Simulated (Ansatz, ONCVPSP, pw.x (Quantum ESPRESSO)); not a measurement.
**Si (Z = 14): does the ONCV potential hold in the solid?**

ONCVPSP 4.0.1.1 (patched build) input, shortened (lines: element, Z, core and valence counts, functional; n l f; lmax; l rc ep ncon nbas qcut; lloc lpopt rc5 dvloc0; l nproj debl; icmod fcfact rcfact), PBE, scalar-relativistic:

```
  Si 14.00    3    2        4      upf
    1    0    2.00
    2    0    2.00
    2    1    6.00
    3    0    2.00
    3    1    2.00
    1
    0    1.75    0.00    5    9    4.20
    1    2.30    0.00    4    7    3.30
    4    5    1.20    0.00
    0    2    2.20
    1    1    1.00
    3    6.00    1.70
```

Crystal test: diamond Si in pw.x 7.5, no spin, 8³ k-points, Fermi–Dirac smearing 0.01 Ry, cutoffs 50/200 Ry. The reference is all-electron LAPW (Ansatz 0.2.0) with the same functional, mesh and smearing; V0 and B0 come from Birch–Murnaghan fits to the pressures at five volumes. Errors are pseudo minus all-electron; Δ is the rms difference of the E(V) curves that follow from these fits, minima aligned, over ±6 % about the mean V0. Mesh and smearing are coarse, so the numbers serve the comparison and aren't converged zero-temperature values; the lattice is a test structure that the element need not adopt.

```csv
V (Å³/atom),P all-electron (GPa),P pseudo (GPa)
19.440,5.01,4.88
19.951,2.31,2.08
20.463,-0.05,-0.37
20.975,-2.12,-2.51
21.486,-3.93,-4.38
```

All-electron: a0 = 5.469 Å (V0 = 20.45 Å³/atom), B0 = 88.5 GPa.

Pseudopotential: mean pressure error (GPa): -0.30; a0 (Å): 5.463; a0 error (%): -0.12; B0 error (%): +5.1; Δ (meV/atom): 1.4.

Problem. At the middle volume, how do free energy and pressure move when the wave cutoff is lowered (ecutrho kept at four times it)?

Solution.

```csv
cutoff (Ry),shift of F (meV/atom),shift of P (GPa)
22,+8.1,-0.02
30,+3.8,-0.03
40,+1.2,+0.01
```

Input at the middle volume:

```
&control
  calculation='scf', prefix='x', pseudo_dir='./', outdir='./tmp', tstress=.true., disk_io='none'
/
&system
  ibrav=0, nat=2, ntyp=1, ecutwfc=50, ecutrho=200, nbnd=11,
  occupations='smearing', smearing='fd', degauss=0.01
/
&electrons
  conv_thr=1e-09, mixing_beta=0.4, electron_maxstep=70
/
ATOMIC_SPECIES
Si 1.0 Si.UPF
CELL_PARAMETERS angstrom
  0.00000000 2.73520428 2.73520428
  2.73520428 0.00000000 2.73520428
  2.73520428 2.73520428 0.00000000
ATOMIC_POSITIONS crystal
Si 0.0000 0.0000 0.0000
Si 0.2500 0.2500 0.2500
K_POINTS automatic
8 8 8 0 0 0
```

```bash
pw.x < Si.scf.in > Si.scf.out
```

Lines of the output:

```
Message from routine setup:
     using ibrav=0 with symmetry is DISCOURAGED, use correct ibrav instead
     lattice parameter (alat)  =       7.3098  a.u.
     unit-cell volume          =     276.1823 (a.u.)^3
     number of electrons       =         8.00
     number of Kohn-Sham states=           11
     kinetic-energy cutoff     =      50.0000  Ry
     charge density cutoff     =     200.0000  Ry
     scf convergence threshold =      1.0E-09
     Exchange-correlation= PBE
     number of k points=    29  Fermi-Dirac smearing, width (Ry)=  0.0100
     iteration #  1     ecut=    50.00 Ry     beta= 0.40
     total energy              =     -19.90263414 Ry
     estimated scf accuracy    <       0.05332808 Ry
     iteration #  2     ecut=    50.00 Ry     beta= 0.40
     total energy              =     -19.89975272 Ry
     estimated scf accuracy    <       0.01503621 Ry
     iteration #  3     ecut=    50.00 Ry     beta= 0.40
     total energy              =     -19.90042326 Ry
     estimated scf accuracy    <       0.00018703 Ry
     iteration #  4     ecut=    50.00 Ry     beta= 0.40
     c_bands:  1 eigenvalues not converged
     total energy              =     -19.90044165 Ry
     estimated scf accuracy    <       0.00000211 Ry
     iteration #  5     ecut=    50.00 Ry     beta= 0.40
     total energy              =     -19.90044229 Ry
     estimated scf accuracy    <       0.00000026 Ry
     iteration #  6     ecut=    50.00 Ry     beta= 0.40
     total energy              =     -19.90044232 Ry
     estimated scf accuracy    <          5.7E-09 Ry
     iteration #  7     ecut=    50.00 Ry     beta= 0.40
     the Fermi energy is     6.3185 ev
!    total energy              =     -19.90044233 Ry
     estimated scf accuracy    <          3.4E-10 Ry
     smearing contrib. (-TS)   =      -0.00024737 Ry
     The total energy is F=E-TS. E is the sum of the following terms:
     one-electron contribution =       5.29871292 Ry
     hartree contribution      =       1.10521167 Ry
     xc contribution           =      -9.62926543 Ry
     ewald contribution        =     -16.67485410 Ry
     convergence has been achieved in   7 iterations
          total   stress  (Ry/bohr**3)                   (kbar)     P=       -3.73
     Message from routine punch:
     Nothing written, as per user request (disk_io='none')
```

The run at the middle volume (29 k-points, 7 iterations) took about 13 s on one core of a shared host (Neoverse-N1, 64 threads, 124 GiB, load 56).
